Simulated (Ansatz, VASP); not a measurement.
## InAs in two plane-wave programs

One calculation is typed for both programs; each brings its own data sets. How far apart do they land? The structure shown is the start of the Ansatz relaxation below; VASP solves that cell, so the two are compared at the walk's first step.

Calculated with Ansatz 0.2.0; plane waves, with VASP 6.6.1 beside it; single point at PBEsol.

### 1. Set-up

Symmetry: R3m, No. 160, trigonal system. Conventional cell: a = 4.434 Å, b = 4.434 Å, c = 10.417 Å, α = 90.00°, β = 90.00°, γ = 120.00°. Nearest to As lie 4 In at 2.64 to 2.69 Å. Nearest to In lie 4 As at 2.64 to 2.69 Å. Farther neighbours are not listed.

### 2. Ansatz: relaxation, PBEsol

Ansatz runs on its PAW soft_1 files.

The two programs are compared at the cell with which this relaxation starts, whose forces are those of its first step.

Input file input.yaml:

```yaml
crystal:
  lattice:
    - [-0.0853150188, 3.0496607096, 3.0496607096]
    - [3.0496607096, -0.0853150188, 3.0496607096]
    - [3.0496607096, 3.0496607096, -0.0853150188]
  atoms:
    - { symbol: As, position: [0.7482485584, 0.7482485584, 0.7482485584] }
    - { symbol: In, position: [0.0017514416, 0.0017514416, 0.0017514416] }
  conventional_axes: [[-1, 1, 0], [0, -1, 1], [1, 1, 1]]
kpoints:
  mp_grid: { grid: [12, 12, 12], shift: [0.5, 0.5, 0.5] }
hamiltonian:
  xc: pbesol
  pseudopotentials: { kind: paw, azcp: { folder: soft_1 }, xc_functional: pbe }
scf:
  occupations: { method: gaussian, width: 0.015 }
output:
  forces: true
  stress: true
  eigenvalues: true
relax:
  adjacent_minimum: "off"
  f_tol: 0.001
  max_steps: 60
  cell: { stress_tol: 0.01, fix: [a, b, angles] }
```

Command:

```
$ ansatz run input.yaml --threads 4 --pin off --max-ram 10240MiB --backend cpu --events-out ev --progress --plain --runs-dir out
```

Numbers of over 12 decimals in the logs are rounded to 6 here.

Output:

```text
Engine: ansatz 0.2.0, aarch64-unknown-linux-gnu
Pseudopotentials: kind: paw
Pseudopotential: As, paw, valence charge 15, recommended cutoff 420 eV (normal), soft_1/As.paw.azcp
Pseudopotential: In, paw, valence charge 13, recommended cutoff 420 eV (normal), soft_1/In.paw.azcp
Functional definition: PBEsol
  exchange = pbesol_x
  correlation = pbesol_c
Crystal: 2 atoms, lattice volume = 59.106 Å³
Basis set: ecut = 420 eV, 1175 PW (Γ), exchange–correlation on 60×60×60 points (8 copies of the dense FFT grid, shifted against one another)
Bands: 18, of which v1, the nominal top of the filled ones, is band 14 counted from 1 (13 counted from 0)
Symmetry: 6 space group operations
Space group: R3m (ITA 160), of the structure as read, at distance tolerance 3.9e-5 Å
k-points: 182 of 1728 (time reversal used)
Non-local potential: As, projectors of the file, l = 0: 2, l = 1: 2, l = 2: 3, l = 3: 1
Non-local potential: In, projectors of the file, l = 0: 2, l = 1: 2, l = 2: 2, l = 3: 1
PAW form: soft (Blöchl's): semilocal exchange-correlation on the pseudo side does not see the compensation charge
PAW frozen core: As, regenerated for the run's functional, and the local potential with it (the file was generated under x = pbe(κ = 0.804, μ = 0.219515), c = pbe(β = 0.066725))
PAW frozen core: In, regenerated for the run's functional, and the local potential with it (the file was generated under x = pbe(κ = 0.804, μ = 0.219515), c = pbe(β = 0.066725))
PAW one-centre angular grid: As, 590 points (default); XC on 64 Gauss nodes
PAW one-centre angular grid: In, 590 points (default); XC on 64 Gauss nodes
Initial density: superposition of atomic densities (chi_scale 0.1, normalization cell, long waves kept (reshape's long-wave potential 0.00 eV rms))
Initial wavefunctions: pseudopotential atomic-orbital guess
Functional: x = pbesol(κ = 0.804, μ = 0.123457), c = pbesol(β = 0.046)
SCF iter   1: F=—  HF=-10338.946895 eV  |F-HF|=—  |Δ(HF+E_count)|=         —  Δρ=2.68e-2  dr2=3.39e-1  ethr=3.10e-3  ⟨swp⟩=6.0  Hψ=16375  notcnv=0
preconditioner: auto → none  [insulator: Δε(μ)=0.359 eV  Ē_g=14.397 eV  σ=0.015 eV  W_gap=1.00  n_scr=14 (ndim 8)  ℏωp=20.5 eV  f_vac=0.020  D(μ)=0.00/eV (n_scr^D=0)  ε∞_Penn≈3.0]
SCF iter   2: F=—  HF=-10338.874803 eV  |F-HF|=—  |Δ(HF+E_count)|=   7.21e-2  Δρ=1.21e-2  dr2=6.37e-2  ethr=1.21e-3  ⟨swp⟩=2.0  Hψ=5460  notcnv=0
SCF iter   3: F=—  HF=-10338.863014 eV  |F-HF|=—  |Δ(HF+E_count)|=   1.18e-2  Δρ=1.65e-3  dr2=3.59e-3  ethr=2.28e-4  ⟨swp⟩=2.0  Hψ=4762  notcnv=0
SCF iter   4: F=—  HF=-10338.861835 eV  |F-HF|=—  |Δ(HF+E_count)|=   1.18e-3  Δρ=5.53e-4  dr2=1.23e-4  ethr=1.28e-5  ⟨swp⟩=2.4  Hψ=6638  notcnv=0
SCF iter   5: F=—  HF=-10338.861823 eV  |F-HF|=—  |Δ(HF+E_count)|=   1.20e-5  Δρ=1.99e-4  dr2=9.25e-6  ethr=4.40e-7  ⟨swp⟩=2.0  Hψ=6439  notcnv=0
SCF iter   6: F=—  HF=-10338.861832 eV  |F-HF|=—  |Δ(HF+E_count)|=   8.72e-6  Δρ=3.33e-5  dr2=5.26e-7  ethr=3.30e-8  ⟨swp⟩=2.2  Hψ=4283  notcnv=0
SCF iter   7: F=-10338.861831 eV  HF=-10338.861831 eV  |F-HF|=4.33e-9  |Δ(HF+E_count)|=   6.10e-8  Δρ=7.05e-6  dr2=1.66e-8  ethr=3.57e-10  ⟨swp⟩=6.0  Hψ=15353  notcnv=0
SCF 1 converged in 7 iterations: F = -10338.861831 eV  dr2 = 1.66e-8
  greatest PAW one-centre occupation: 0.999 electrons in one spin orbital (limit 2), on the As atom at site 0 (counted from 0), in its partial waves of l = 2
relax step   1: F+E_penalty+E_count = -10338.86183148 eV  Δ(F+E_penalty+E_count) = +0.000e0 eV  max|allowed force component| = 3.681e-2 eV/Å  Δτ_max = 0.0000 Å  P = -2.310 GPa  Ω = 59.106 Å³  fix = [a, b, alpha, beta, gamma]  reactions: a -3.321, b -3.321 GPa  (7 SCF iters, dr2 threshold 1.00e-7 eV, accepted)
[...]
relax step   2: F+E_penalty+E_count = -10338.86244432 eV  Δ(F+E_penalty+E_count) = -6.128e-4 eV  max|allowed force component| = 3.025e-2 eV/Å  Δτ_max = 0.0137 Å  P = -1.997 GPa  Ω = 58.635 Å³  energy of the carried Pulay correction = +5.655e-5 eV  fix = [a, b, alpha, beta, gamma]  reactions: a -2.998, b -2.998 GPa  (5 SCF iters, dr2 threshold 2.00e-7 eV, accepted)
[...]
relax step   3: F+E_penalty+E_count = -10338.86270750 eV  Δ(F+E_penalty+E_count) = -2.632e-4 eV  max|allowed force component| = 1.982e-3 eV/Å  Δτ_max = 0.0052 Å  P = -2.084 GPa  Ω = 58.773 Å³  energy of the carried Pulay correction = +3.994e-5 eV  fix = [a, b, alpha, beta, gamma]  reactions: a -3.114, b -3.114 GPa  (4 SCF iters, dr2 threshold 5.72e-8 eV, accepted)
[...]
relax step   4: F+E_penalty+E_count = -10338.86270934 eV  Δ(F+E_penalty+E_count) = -1.847e-6 eV  max|allowed force component| = 9.669e-5 eV/Å  Δτ_max = 0.0002 Å  P = -2.078 GPa  Ω = 58.767 Å³  energy of the carried Pulay correction = +4.067e-5 eV  fix = [a, b, alpha, beta, gamma]  reactions: a -3.116, b -3.116 GPa  (4 SCF iters, dr2 threshold 1.34e-9 eV, accepted)
[...]
relax step   5: F+E_penalty+E_count = -10338.86266821 eV  Δ(F+E_penalty+E_count) = +4.113e-5 eV  max|allowed force component| = 9.630e-5 eV/Å  Δτ_max = 0.0000 Å  P = -2.078 GPa  Ω = 58.767 Å³  fix = [a, b, alpha, beta, gamma]  reactions: a -3.116, b -3.116 GPa  stress off target by 1.85e-3 GPa on what of the cell is left free  SCF on the basis re-selected at this cell (its energy is not comparable with the rows above)  (6 SCF iters)
basis re-selected at this cell: Δ(F+E_penalty+E_count) = +4.113e-5 eV, ΔP = -0.000 GPa vs the last step (what re-selecting the basis moved, of the pressure what is left beyond the Pulay correction that the steps carried, after the strain that the cell walked since its last selection, with what the two solves' SCF thresholds leave and, on support functions, any second-order correction that the steps lacked; it is no m [...]
SCF converged after 6 iterations
Free energy (F): -10338.862668 eV
Harris-Foulkes:  -10338.862668 eV  (|F-HF|=1.82e-12)
Internal energy: -10338.862668 eV  (E = F + TS)
E sigma→0 (E₀):  -10338.862668 eV
Fermi energy:    6.941513 eV
--- Per-component energies (eV) ---
  E_band       = -339.321718
  E_kinetic    = 315.323798
  E_local      = -3559.941343  (includes V_loc(G=0)·N_el)
  E_nonlocal   = -63.481834
  E_hartree    = 1761.001805
  E_xc         = -210.814959
  E_vxc        = -162.260611  (∫ρ·V_xc dr)
  E_paw        = -6109.409343  (= ΣΔE_a)
  E_vpaw       = -390.965480  (= ΣTr[D̂ρ^β])
  E_aug_tail   = 0.000147  (compensation charges beyond the density's cutoff)
  E_ewald      = -2472.743272
  E_core_change = 1.202334  (= ΣΔE_core)
  E_smearing   = -0.000000  (= −TS)
  E_closure    = -0.000000  (closes the sum)
  Σ components = -10338.862668   (vs F -10338.862668, Δ=0.00e0)
--- Forces (eV/Å), atoms counted from 1 ---
  atom   1  As     0.00009629     0.00009629     0.00009629
  atom   2  In    -0.00009631    -0.00009631    -0.00009631
  max |Σ_I F_I| component: 2.17e-8 eV/Å
--- Stress (GPa, compression-positive) ---
       -2.077884       1.038018       1.038018
        1.038018      -2.077884       1.038018
        1.038018       1.038018      -2.077884
  P = ⅓ Tr σ = -2.0779 GPa (-20.779 kbar)
--- Band table (eV; the first three rows and the last of 182) ---
  k-point 0: bands = [... 10 lower, -4.7368, 5.8849, 6.6463, 6.6463, 7.1068, 10.4911, 10.4911, 10.9028]
  k-point 1: bands = [... 10 lower, -4.6504, 5.0511, 6.5928, 6.6123, 7.5321, 10.5233, 10.5751, 11.1293]
  k-point 2: bands = [... 10 lower, -4.4480, 3.9425, 6.3875, 6.4476, 7.8787, 10.7183, 10.8546, 11.5793]
  k-point 181: bands = [... 10 lower, -3.2933, 1.3768, 5.1697, 5.6124, 7.6826, 10.9542, 11.3243, 13.4985]
--- Relaxed structure (4 steps of the walk, 4 accepted, 1 SCFs on fresh bases) ---
  F+E_penalty+E_count = -10338.86266821 eV   max|allowed force component| = 9.630e-5 eV/Å   (the final SCF, on the basis selected at the relaxed cell)
  cell:  # Å, volume = 58.7668 Å³
    - [-0.096822, 3.038153, 3.038153]
    - [3.038153, -0.096822, 3.038153]
    - [3.038153, 3.038153, -0.096822]
  atoms:
    - { symbol: As, position: [0.747441, 0.747441, 0.747441] }
    - { symbol: In, position: [0.00255895, 0.00255895, 0.00255895] }
```

In the SCF lines HF is the Harris–Foulkes energy and dr2 the Hartree energy of the density residual, in eV; the loop may stop once dr2 is under the threshold and the program's other checks hold. Hψ counts applications of the Hamiltonian.

(Part 1 of 3 ends here.)

[Lines on the potential files, build, host, timing and source positions are cut from VASP's logs without a mark.]

[Logs are printed without paths, hosts, clocks, repeated set-up lines and the standing remarks that a program may print on its own settings, such as how far it seeks lower states.]

[Hosts, paths, dates, database ids (printed as entryN), source tags and the programs' standing remarks are cut or masked in the printed files.]
